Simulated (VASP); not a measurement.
Write the native input for VASP 6.6.1 that does the following.

```
Task                   : single point
Functional             : PBE
Dispersion             : D3
Potentials or basis    : VASP PAW PBE potentials, release 64 (C, H)
Cutoff                 : 400 eV
k mesh                 : 1 × 1 × 1
Occupations            : gaussian, width 0.01 eV
Spin                   : no spin polarisation
Further INCAR settings : ALGO = Normal; EDIFF = 1e-06; ISYM = 0
```

The structure of C2H4 lies in POSCAR:

```
H2C                                     
1.0
   13.0146151263      0.0000000000      0.0000000000
    0.0000000000     13.5146151263      0.0000000000
    0.0000000000      0.0000000000     14.0146151263
  C               H             
     2     4
Selective dynamics
Direct
     0.5432027012999967    0.4875295362000003    0.4812177697999971   F   F   F
     0.4557463640286073    0.5202657865661985    0.5192355659677074   T   T   T
     0.5651186702230939    0.4096132336611897    0.4843618238086328   T   T   T
     0.5968691103297031    0.5371520237344053    0.4452231535384664   T   T   T
     0.4342162623295124    0.5983133022806838    0.5158786262629017   T   T   T
     0.4023410632690648    0.4702679784634422    0.5551685940794859   T   T   T
```

These files were run (other wordings do the same):

INCAR

```
SYSTEM = H2C
ALGO = Normal
EDIFF = 1E-6
ENCUT = 400
GGA = PE
ISIF = 2
ISMEAR = 0
ISYM = 0
IVDW = 11
LASPH = .TRUE.
LCHARG = .FALSE.
LREAL = .FALSE.
LWAVE = .FALSE.
NELM = 60
PREC = Accurate
SIGMA = 0.01
```

KPOINTS

```
k-points
0
G
  1 1 1
  0 0 0
```

Potentials or basis: VASP PAW PBE potentials, release 64 (C, H).

The run is started by

```sh
$ cat potpaw_PBE.64/C/POTCAR potpaw_PBE.64/H/POTCAR > POTCAR
$ mpirun -np 4 vasp_gam > vasp.out
```

It gave:

```yaml
Largest_force: 0.048 eV/Å
Gap_between_the_frontier_levels: 5.68 eV
Dispersion_energy_per_atom: -0.002 eV
```

Run time: 24 s on 4 MPI ranks on Intel(R) Xeon(R) 6975P-C (Granite Rapids), on a shared host, peak memory 0.46 GiB a rank.
